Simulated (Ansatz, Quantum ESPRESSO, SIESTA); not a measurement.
**CdGeAs2: programs and potentials compared**

```
Cd As Ge
1.0
    -2.98887    2.98887    5.66430
     2.98887   -2.98887    5.66430
     2.98887    2.98887   -5.66430
Cd As Ge
2 4 2
Direct
  0.50000 0.50000 0.00000
  0.25000 0.75000 0.50000
  0.09622 0.12500 0.47122
  0.37500 0.90378 0.02878
  0.65378 0.62500 0.52878
  0.87500 0.34622 0.97122
  0.75000 0.25000 0.50000
  0.00000 0.00000 0.00000
```

The cell is a database's computed one, not the measured one.

Alike in all runs: task band structure; functional LDA; k mesh 6 × 6 × 6; occupations fermi-dirac, width 0.05 eV; no spin polarisation; no spin-orbit coupling. LDA stands for any of its common fits. Pressure is positive in compression and, in plane waves, holds the error of the finite cutoff, which Ansatz's Pulay term estimates and takes out. Gaps are the smaller of the mesh's and the band path's.

```csv
program and potentials,plane-wave cutoff (eV),notes,band gap (eV),pressure (GPa),largest force (eV/Å)
"Ansatz, Ansatz PAW",420,"potentials made for PBE, which Ansatz adapts in part; 16 valence electrons an atom on average; Pulay term of +0.03 GPa included",0.05,-2.57,0.222
"Ansatz, all-electron LAPW, scalar-relativistic",-,-,0.03,-2.54,0.223
"Quantum ESPRESSO, GBRV 1.5 LDA",612,9 valence electrons an atom on average,?,?,?
"SIESTA, files PseudoDojo sr-lda-0.4.1-standard, DZP (energy shift 0.003 Ry; two zetas on semicore shells)",-,atomic basis; 16 valence electrons an atom on average,0.04,-1.99,0.464
```

Q: Estimate from the other rows what the run with Quantum ESPRESSO, GBRV 1.5 LDA gave.

A: Band gap 0.07 eV; pressure -2.30 GPa; largest force 0.223 eV/Å. The other rows, which needn't bracket it: band gap 0.03 to 0.05; pressure -2.57 to -1.99; largest force 0.222 to 0.464.
